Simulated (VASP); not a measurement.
Crystal: GaN.

```
Ga N
1.0
     3.18000    0.00000    0.00000
    -1.59000    2.75396    0.00000
     0.00000    0.00000    5.16600
Ga N
2 2
Cartesian
  0.0000 1.8360 0.0000
  1.5900 0.9180 2.5830
  0.0000 1.8360 1.9373
  1.5900 0.9180 4.5203
```

Base run:

- Program: VASP 6.6.1
- Functional: PBEsol
- Potentials or basis: VASP PAW PBE potentials, release 64 (Ga, N)
- Cutoff: 500 eV
- k mesh: 8 × 8 × 5
- Occupations: fermi-dirac, width 0.02 eV
- Spin: no spin polarisation

Its results: band gap on the k mesh 2.00 eV, direct; pressure 8.0 GPa; largest force 0.169 eV/Å.

The run is repeated on the same cell with these changes: potentials or basis from VASP PAW PBE potentials, release 64 (Ga, N) to VASP PAW PBE potentials, release 64 (Ga_d, N); cutoff from 500 eV to 700 eV; valence electrons from 16 to 36. What comes out?

Band gap on the k mesh 1.93 eV, direct; pressure 0.8 GPa; largest force 0.131 eV/Å.

Caveats: the PAW data sets were made with another functional, which shifts forces and pressure a little.

